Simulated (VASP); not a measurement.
# GaAs (F-43m) in VASP: a series of runs

One crystal, GaAs, is run at these levels: PBE; tasks: single point.

All numbers are computed with VASP 6.6.1; they aren't measurements. Logs are shortened: lines on timing, memory, paths and dates and some standing lists are left out, and cuts for length are marked.

## Step 1: The structure

Symmetry: F-43m, No. 216, cubic system. Conventional cell: a = 5.654 Å, b = 5.654 Å, c = 5.654 Å, α = 90.00°, β = 90.00°, γ = 90.00°. Around As (site symmetry -43m) lie 4 Ga at 2.45 Å. Ga (site symmetry -43m) is surrounded by 4 As at 2.45 Å.

## Step 2: Single point, PBE, spin-orbit coupling, no magnetisation

Input file INCAR:

```
SYSTEM = GaAs
PREC = Accurate
ENCUT = 350
EDIFF = 1E-7
ISMEAR = 0
SIGMA = 0.02
LREAL = .FALSE.
LASPH = .TRUE.
NELM = 100
ALGO = Normal
ISIF = 2
LWAVE = .FALSE.
LCHARG = .FALSE.
MAGMOM = 0 0 0 0 0 0
LORBIT = 11
LSORBIT = .TRUE.
GGA_COMPAT = .FALSE.
GGA = PE
NBANDS = 34
```

Input file KPOINTS:

```
regular mesh
0
G
  4 4 4
  0 0 0
```

Input file POSCAR:

```
GaAs
1.0
    0.0000000000      2.8268500000      2.8268500000
    2.8268500000      0.0000000000      2.8268500000
    2.8268500000      2.8268500000      0.0000000000
As Ga
1 1
Direct
    0.7500000000      0.7500000000      0.7500000000
    0.0000000000      0.0000000000      0.0000000000
```

Potentials or basis: VASP PAW PBE potentials, release 64 (As, Ga_d).

Launch:

```bash
$ cat potpaw_PBE.64/As/POTCAR potpaw_PBE.64/Ga_d/POTCAR > POTCAR
$ mpirun -np 1 vasp_ncl > vasp.out
```

OUTCAR:

```text
SYSTEM = GaAs
   PREC = Accurate
   ENCUT = 350
   EDIFF = 1E-7
   ISMEAR = 0
   LREAL = .FALSE.
   LASPH = .TRUE.
   NELM = 100
   ISIF = 2
   LORBIT = 11
   LSORBIT = .TRUE.
   GGA = PE

 Found     10 irreducible k-points:

 Following reciprocal coordinates:
            Coordinates               Weight
  0.000000  0.000000  0.000000      1.000000
  0.250000  0.000000  0.000000      4.000000
 -0.250000  0.000000  0.000000      4.000000
  0.500000  0.000000  0.000000      4.000000
  0.250000  0.250000  0.000000      6.000000
  0.500000  0.250000  0.000000     12.000000
   k-points           NKPTS =     10   k-points in BZ     NKDIM =     10   number of bands    NBANDS=     34
   number of dos      NEDOS =    301   number of ions     NIONS =      2
   total plane-waves  NPLWV =  13824
   dimension x,y,z NGX =    24 NGY =   24 NGZ =   24
   dimension x,y,z NGXF=    48 NGYF=   48 NGZF=   48
   ions per type =               1   1
   NGX,Y,Z   is equivalent  to a cutoff of   9.98,  9.98,  9.98 a.u.
   NGXF,Y,Z  is equivalent  to a cutoff of  19.96, 19.96, 19.96 a.u.
 SYSTEM =  GaAs
   PREC   = accura    normal or accurate (medium, high low for compatibility)
   ISTART =      0    job   : 0-new  1-cont  2-samecut
   ICHARG =      2    charge: 1-file 2-atom 10-const
   ISPIN  =      1    spin polarized calculation?
   LNONCOLLINEAR =      T non collinear calculations
   LSORBIT =      T    spin-orbit coupling
   LASPH  =      T    aspherical Exc in radial PAW
   ENCUT  =  350.0 eV  25.72 Ry    5.07 a.u.   6.10  6.10  6.10*2*pi/ulx,y,z
   NELM   =    100;   NELMIN=  2; NELMDL= -5     # of ELM steps
   EDIFF  = 0.1E-06   stopping-criterion for ELM
   LREAL  =      F    real-space projection
   EDIFFG = 0.1E-05   stopping-criterion for IOM
   NSW    =      0    number of steps for IOM
   IBRION =     -1    ionic relax: 0-MD 1-quasi-New 2-CG
   NFREE  =      0    steps in history (QN), initial steepest desc. (CG)
   ISIF   =      2    stress and relaxation
   ISYM   =      2    0-nonsym 1-usesym 2-fastsym
   POTIM  = 0.5000    time-step for ionic-motion
   TEBEG  =    0.0;   TEEND  =   0.0 temperature during run
   PSTRESS=    0.0 pullay stress
   NELECT =      18.0000    total number of electrons
   NUPDOWN=      -1.0000    fix difference up-down
   EMIN   =  10.00;   EMAX   =-10.00  energy-range for DOS
   EFERMI =   0.00;   METHOD = LEGACY
   ISMEAR =     0;   SIGMA  =   0.02  broadening in eV -4-tet -1-fermi 0-gaus
   EFERMI_NEDOS =   21; number of points for ismear=-14 and -15
   IALGO  =     38    algorithm
   IMIX   =      4    mixing-type and parameters
     AMIX     =   0.40;   BMIX     =  1.00
     AMIX_MAG =   1.60;   BMIX_MAG =  1.00
  volume/ion in A,a.u.               =      22.59       152.44
  Fermi-wavevector in a.u.,A,eV,Ry     =   1.204628  2.276417 19.743799  1.451128
  Thomas-Fermi vector in A             =   2.340347
   LORBIT       =     11    0 simple, 1 ext, 2 COOP (PROOUT), +10 PAW based schemes
   GGA     = PE    functional components
   LHFCALC =     F    Hartree Fock is set to
   AEXX    =    0.0000 exact exchange contribution
   IVDW    =     0    specifies the selected vdW correction
   LEPSILON=     F    determine dielectric tensor
   LRPA    =     F    only Hartree local field effects (RPA)
 Gauss-broadening in eV      SIGMA  =   0.02
  energy-cutoff  :      350.00
  volume of cell :       45.18
 maximum number of plane-waves:      1384
   NGX = 13   NGY = 13   NGZ = 13

 number of electron      18.0000029 magnetization       0.0000000      0.0000000     -0.0000000

 number of electron      18.0000029 magnetization      -0.0000000      0.0000000     -0.0000000

 number of electron      18.0000029 magnetization       0.0000000      0.0000000      0.0000000

 number of electron      18.0000029 magnetization      -0.0000000     -0.0000000     -0.0000000

 Free energy of the ion-electron system (eV)
  ---------------------------------------------------
  ext. energy  EPLUGINS =         0.00000000
  ---------------------------------------------------
  free energy    TOTEN  =        -8.09042376 eV

  energy without entropy =       -8.09042376  energy(sigma->0) =       -8.09042376

 E-fermi :   4.2182     XC(G=0):  -9.5603

 val. band max:        4.0893061846   @ k =   0.0000   0.0000   0.0000
 cond. band min:       4.4901787011   @ k =   0.0000   0.0000   0.0000
 fundamental gap:      0.4008725165
 Fermi energy:         4.2181588307

 k-point     1 :       0.0000    0.0000    0.0000
  band No.  band energies     occupation
      1     -11.1176      1.00000
      2     -11.1176      1.00000
      3     -11.1176      1.00000
      4     -11.1176      1.00000
      5     -10.6924      1.00000
      6     -10.6924      1.00000
[... 22 lines left out ...]
     29      14.0749      0.00000
     30      14.0749      0.00000

 k-point     2 :       0.2500    0.0000    0.0000
  band No.  band energies     occupation
      1     -11.1288      1.00000
      2     -11.1288      1.00000
      3     -11.1183      1.00000
      4     -11.1119      1.00000
      5     -10.6991      1.00000
      6     -10.6991      1.00000
[... 22 lines left out ...]
     29      12.9721      0.00000
     30      12.9721      0.00000

 k-point     3 :      -0.2500    0.0000    0.0000
  band No.  band energies     occupation
      1     -11.1288      1.00000
      2     -11.1288      1.00000
      3     -11.1183      1.00000
      4     -11.1119      1.00000
      5     -10.6991      1.00000
      6     -10.6991      1.00000
[... 22 lines left out ...]
     29      12.9721      0.00000
     30      12.9721      0.00000

 k-point     4 :       0.5000    0.0000    0.0000
  band No.  band energies     occupation
      1     -11.1409      1.00000
      2     -11.1409      1.00000
      3     -11.1129      1.00000
      4     -11.1129      1.00000
      5     -10.7024      1.00000
      6     -10.7024      1.00000
[... 22 lines left out ...]
     29      15.7714      0.00000
     30      15.7714      0.00000

 k-point     5 :       0.2500    0.2500    0.0000
  band No.  band energies     occupation
      1     -11.1392      1.00000
      2     -11.1392      1.00000
      3     -11.1065      1.00000
      4     -11.1065      1.00000
      5     -10.7051      1.00000
      6     -10.7051      1.00000
[... 22 lines left out ...]
     29      15.0771      0.00000
     30      15.0771      0.00000

 k-point     6 :       0.5000    0.2500    0.0000
  band No.  band energies     occupation
      1     -11.1682      1.00000
      2     -11.1356      1.00000
      3     -11.1044      1.00000
      4     -11.0948      1.00000
      5     -10.7401      1.00000
      6     -10.6826      1.00000
[... 22 lines left out ...]
     29      15.9726      0.00000
     30      15.9745      0.00000

 [... further k-points ...]

 [bands above 30 left out]

------------------------ aborting loop because EDIFF is reached ----------------------------------------

  FORCE on cell =-STRESS in cart. coord.  units (eV):
  Direction    XX          YY          ZZ          XY          YZ          ZX
  --------------------------------------------------------------------------------------
  -------------------------------------------------------------------------------------
  Total        1.0117094      1.0117094      1.0117094     -0.0000000      0.0000000     -0.0000000
  in kB       35.8779864     35.8779864     35.8779864     -0.0000000      0.0000000     -0.0000000
  external PRESSURE =      35.8779864 kB  Pullay stress =       0.0000000 kB

 VOLUME and BASIS-vectors are now :
 -----------------------------------------------------------------------------
  energy-cutoff  :      350.00
  volume of cell :       45.18
      direct lattice vectors                 reciprocal lattice vectors
     0.000000000  2.826850000  2.826850000    -0.176875321  0.176875321  0.176875321
     2.826850000  0.000000000  2.826850000     0.176875321 -0.176875321  0.176875321
     2.826850000  2.826850000  0.000000000     0.176875321  0.176875321 -0.176875321

 POSITION                                       TOTAL-FORCE (eV/Angst)
 -----------------------------------------------------------------------------------
      4.24027      4.24027      4.24027        -0.000000      0.000000      0.000000
      0.00000      0.00000      0.00000         0.000000     -0.000000     -0.000000
 -----------------------------------------------------------------------------------
    total drift:                               -0.000003     -0.000003     -0.000003

  FREE ENERGIE OF THE ION-ELECTRON SYSTEM (eV)
  ---------------------------------------------------
  free  energy   TOTEN  =        -8.0904237645 eV

  energy  without entropy=       -8.0904237645  energy(sigma->0) =       -8.09042376

 Spin-Orbit-Coupling matrix elements

 Ion:    1  E_soc:     -0.0235574
 l=   1
     0.0000000    -0.0039182    -0.0039182
    -0.0039182     0.0000000    -0.0039182
    -0.0039182    -0.0039182     0.0000000
 l=   2
     0.0000000    -0.0000046     0.0000000    -0.0000046    -0.0000034
    -0.0000046     0.0000000    -0.0000026    -0.0000046    -0.0000009
     0.0000000    -0.0000026     0.0000000    -0.0000026     0.0000000
    -0.0000046    -0.0000046    -0.0000026     0.0000000    -0.0000009
    -0.0000034    -0.0000009     0.0000000    -0.0000009     0.0000000
 l=   3
     0.0000000     0.0000000     0.0000000     0.0000000     0.0000000     0.0000000     0.0000000
     0.0000000     0.0000000     0.0000000     0.0000000     0.0000000     0.0000000     0.0000000
     0.0000000     0.0000000     0.0000000     0.0000000     0.0000000     0.0000000     0.0000000
     0.0000000     0.0000000     0.0000000     0.0000000     0.0000000     0.0000000     0.0000000
     0.0000000     0.0000000     0.0000000     0.0000000     0.0000000     0.0000000     0.0000000
     0.0000000     0.0000000     0.0000000     0.0000000     0.0000000     0.0000000     0.0000000
     0.0000000     0.0000000     0.0000000     0.0000000     0.0000000     0.0000000     0.0000000

 Ion:    2  E_soc:     -0.0117803
 l=   1
     0.0000000    -0.0011302    -0.0011302
    -0.0011302     0.0000000    -0.0011302
    -0.0011302    -0.0011302     0.0000000
 l=   2
     0.0000000    -0.0001675     0.0000000    -0.0001675    -0.0006657
    -0.0001675     0.0000000    -0.0004993    -0.0001675    -0.0001664
     0.0000000    -0.0004993     0.0000000    -0.0004993     0.0000000
    -0.0001675    -0.0001675    -0.0004993     0.0000000    -0.0001664
    -0.0006657    -0.0001664     0.0000000    -0.0001664     0.0000000
 l=   3
     0.0000000     0.0000000     0.0000000     0.0000000     0.0000000     0.0000000     0.0000000
     0.0000000     0.0000000     0.0000000     0.0000000     0.0000000     0.0000000     0.0000000
     0.0000000     0.0000000     0.0000000     0.0000000     0.0000000     0.0000000     0.0000000
     0.0000000     0.0000000     0.0000000     0.0000000     0.0000000     0.0000000     0.0000000
     0.0000000     0.0000000     0.0000000     0.0000000     0.0000000     0.0000000     0.0000000
     0.0000000     0.0000000     0.0000000     0.0000000     0.0000000     0.0000000     0.0000000
     0.0000000     0.0000000     0.0000000     0.0000000     0.0000000     0.0000000     0.0000000

 total charge

# of ion       s       p       d       tot
------------------------------------------
    1        1.194   1.629   0.030   2.853
    2        0.863   0.815   9.995  11.673
--------------------------------------------------
tot          2.057   2.444  10.025  14.526

 magnetization (x)

# of ion       s       p       d       tot
------------------------------------------
    1       -0.000  -0.000   0.000  -0.000
    2        0.000   0.000  -0.000   0.000
--------------------------------------------------
tot         -0.000  -0.000   0.000  -0.000

 magnetization (y)

# of ion       s       p       d       tot
------------------------------------------
    1       -0.000   0.000   0.000   0.000
    2        0.000   0.000  -0.000  -0.000
--------------------------------------------------
tot         -0.000   0.000  -0.000   0.000

 magnetization (z)

# of ion       s       p       d       tot
------------------------------------------
    1        0.000   0.000   0.000   0.000
    2        0.000   0.000  -0.000   0.000
--------------------------------------------------
tot          0.000   0.000  -0.000   0.000
```

It took 15 s on 1 thread of Intel Xeon Platinum 8559C (Emerald Rapids), shared host; peak memory 0.19 GiB.

The run converged, but some of its settings lie outside the range that counts as converged, so its numbers aren't taken as properties of the crystal.

What came out:

| Item | Value |
| --- | --- |
| Free energy | -8.0904 eV |
| Pressure | 3.6 GPa |
| Valence electrons inside the program's atomic spheres | As 2.85; Ga 11.67 |

Caveat: the k mesh is coarse (spacing up to 0.48 Å⁻¹), so the values aren't converged; the cutoff is under 1.25 times the usual one of these potentials, so pressure, stress and relaxed cells hold a basis-set (Pulay) error.

## Step 3: Single point, PBE, spin-orbit coupling, no magnetisation

INCAR, as its differences from that of step 2:

```diff
@@ -2,3 +2,3 @@
 PREC = Accurate
-ENCUT = 350
+ENCUT = 300
 EDIFF = 1E-7
```

Input file KPOINTS:

```
regular mesh
0
G
  5 5 5
  0 0 0
```

POSCAR is that of step 2.

Potentials or basis: VASP PAW PBE potentials, release 64 (As, Ga_d).

Launch:

```bash
$ cat potpaw_PBE.64/As/POTCAR potpaw_PBE.64/Ga_d/POTCAR > POTCAR
$ mpirun -np 1 vasp_ncl > vasp.out
```

OUTCAR:

```text
SYSTEM = GaAs
   PREC = Accurate
   ENCUT = 300
   EDIFF = 1E-7
   ISMEAR = 0
   LREAL = .FALSE.
   LASPH = .TRUE.
   NELM = 100
   ISIF = 2
   LORBIT = 11
   LSORBIT = .TRUE.
   GGA = PE

 Found     14 irreducible k-points:

 Following reciprocal coordinates:
            Coordinates               Weight
  0.000000  0.000000  0.000000      1.000000
  0.200000  0.000000  0.000000      4.000000
 -0.200000  0.000000  0.000000      4.000000
  0.400000  0.000000  0.000000      4.000000
 -0.400000  0.000000  0.000000      4.000000
  0.200000  0.200000  0.000000      6.000000
   k-points           NKPTS =     14   k-points in BZ     NKDIM =     14   number of bands    NBANDS=     34
   number of dos      NEDOS =    301   number of ions     NIONS =      2
   total plane-waves  NPLWV =  13824
   dimension x,y,z NGX =    24 NGY =   24 NGZ =   24
   dimension x,y,z NGXF=    48 NGYF=   48 NGZF=   48
   ions per type =               1   1
   NGX,Y,Z   is equivalent  to a cutoff of   9.98,  9.98,  9.98 a.u.
   NGXF,Y,Z  is equivalent  to a cutoff of  19.96, 19.96, 19.96 a.u.
 SYSTEM =  GaAs
   PREC   = accura    normal or accurate (medium, high low for compatibility)
[... 316 lines left out ...]
     0.0000000     0.0000000     0.0000000     0.0000000     0.0000000     0.0000000     0.0000000
     0.0000000     0.0000000     0.0000000     0.0000000     0.0000000     0.0000000     0.0000000
     0.0000000     0.0000000     0.0000000     0.0000000     0.0000000     0.0000000     0.0000000
     0.0000000     0.0000000     0.0000000     0.0000000     0.0000000     0.0000000     0.0000000
     0.0000000     0.0000000     0.0000000     0.0000000     0.0000000     0.0000000     0.0000000
     0.0000000     0.0000000     0.0000000     0.0000000     0.0000000     0.0000000     0.0000000

 Ion:    2  E_soc:     -0.0118146
 l=   1
     0.0000000    -0.0011420    -0.0011420
    -0.0011420     0.0000000    -0.0011420
    -0.0011420    -0.0011420     0.0000000
 l=   2
     0.0000000    -0.0001655     0.0000000    -0.0001655    -0.0006616
    -0.0001655     0.0000000    -0.0004962    -0.0001655    -0.0001654
     0.0000000    -0.0004962     0.0000000    -0.0004962     0.0000000
    -0.0001655    -0.0001655    -0.0004962     0.0000000    -0.0001654
    -0.0006616    -0.0001654     0.0000000    -0.0001654     0.0000000
 l=   3
     0.0000000     0.0000000     0.0000000     0.0000000     0.0000000     0.0000000     0.0000000
     0.0000000     0.0000000     0.0000000     0.0000000     0.0000000     0.0000000     0.0000000
     0.0000000     0.0000000     0.0000000     0.0000000     0.0000000     0.0000000     0.0000000
     0.0000000     0.0000000     0.0000000     0.0000000     0.0000000     0.0000000     0.0000000
     0.0000000     0.0000000     0.0000000     0.0000000     0.0000000     0.0000000     0.0000000
     0.0000000     0.0000000     0.0000000     0.0000000     0.0000000     0.0000000     0.0000000
     0.0000000     0.0000000     0.0000000     0.0000000     0.0000000     0.0000000     0.0000000

 total charge

# of ion       s       p       d       tot
------------------------------------------
    1        1.202   1.612   0.031   2.845
    2        0.874   0.808   9.994  11.675
--------------------------------------------------
tot          2.076   2.420  10.024  14.520

 magnetization (x)

# of ion       s       p       d       tot
------------------------------------------
    1        0.000   0.000   0.000   0.000
    2        0.000   0.000   0.000   0.000
--------------------------------------------------
tot          0.000   0.000   0.000   0.000

 magnetization (y)

# of ion       s       p       d       tot
------------------------------------------
    1        0.000   0.000   0.000   0.000
    2        0.000   0.000   0.000   0.000
--------------------------------------------------
tot          0.000   0.000   0.000   0.000

 magnetization (z)

# of ion       s       p       d       tot
------------------------------------------
    1       -0.000   0.000   0.000   0.000
    2       -0.000  -0.000  -0.000  -0.000
--------------------------------------------------
tot         -0.000   0.000   0.000  -0.000
```

OSZICAR:

```text
N       E                     dE             d eps       ncg     rms          rms(c)
DAV:   1     0.102724759767E+03    0.10272E+03   -0.59823E+03  1058   0.110E+03
DAV:   2     0.528471998119E+01   -0.97440E+02   -0.91384E+02   978   0.302E+02
DAV:   3    -0.800257085962E+01   -0.13287E+02   -0.13120E+02  1172   0.872E+01
DAV:   4    -0.837068265226E+01   -0.36811E+00   -0.36738E+00  1078   0.159E+01
DAV:   5    -0.837643316901E+01   -0.57505E-02   -0.57488E-02  1142   0.192E+00    0.294E+00
DAV:   6    -0.822446318948E+01    0.15197E+00   -0.16044E-01  1384   0.738E+00    0.172E+00
DAV:   7    -0.820506523456E+01    0.19398E-01   -0.91060E-02  1072   0.201E+00    0.595E-01
DAV:   8    -0.820646438810E+01   -0.13992E-02   -0.15614E-02  1078   0.167E+00    0.140E-01
DAV:   9    -0.820675559818E+01   -0.29121E-03   -0.19579E-03  1136   0.789E-01    0.700E-02
DAV:  10    -0.820681733703E+01   -0.61739E-04   -0.25223E-04  1032   0.121E-01    0.307E-02
DAV:  11    -0.820686007938E+01   -0.42742E-04   -0.30294E-05  1158   0.582E-02    0.160E-02
DAV:  12    -0.820688261178E+01   -0.22532E-04   -0.32699E-05  1042   0.307E-02    0.489E-03
DAV:  13    -0.820688266875E+01   -0.56970E-07   -0.51886E-07  1164   0.527E-03
   1 F= -.82068827E+01 E0= -.82068827E+01  d E =-.628200E-13  mag=     0.0000    -0.0000    -0.0000
```

stdout:

```text
POSCAR found type information on POSCAR AsGa
 POSCAR found :  2 types and       2 ions
 scaLAPACK will be used
 LDA part: xc-table for (Slater+PW92), standard interpolation
 POSCAR, INCAR and KPOINTS ok, starting setup
 FFT: planning ... GRIDC
 FFT: planning ... GRID_SOFT
 FFT: planning ... GRID
 WAVECAR not read
 entering main loop
```

Wall time 15 s (1 thread of Intel Xeon Platinum 8559C (Emerald Rapids), shared host); peak memory 0.19 GiB.

These settings aren't checked as converged: the numbers below hold their error.

What came out:

```yaml
Free_energy: -8.2069 eV
Valence_electrons_inside_the_program's_atomic_spheres: As 2.85; Ga 11.68
```

Caveat: the k mesh is coarse (spacing up to 0.38 Å⁻¹), so the values aren't converged; the cutoff is under 1.25 times the usual one of these potentials, so pressure, stress and relaxed cells hold a basis-set (Pulay) error.

## Step 4: For comparison

An earlier run on the cell as given: functional PBEsol; potentials or basis VASP PAW PBE potentials, release 64 (As, Ga_d); cutoff 520 eV; k mesh 8 × 8 × 8; occupations fermi-dirac, width 0.05 eV; no spin polarisation.

* Pressure: 0.3 GPa
* Band gap on the k mesh: 0.46 eV, direct
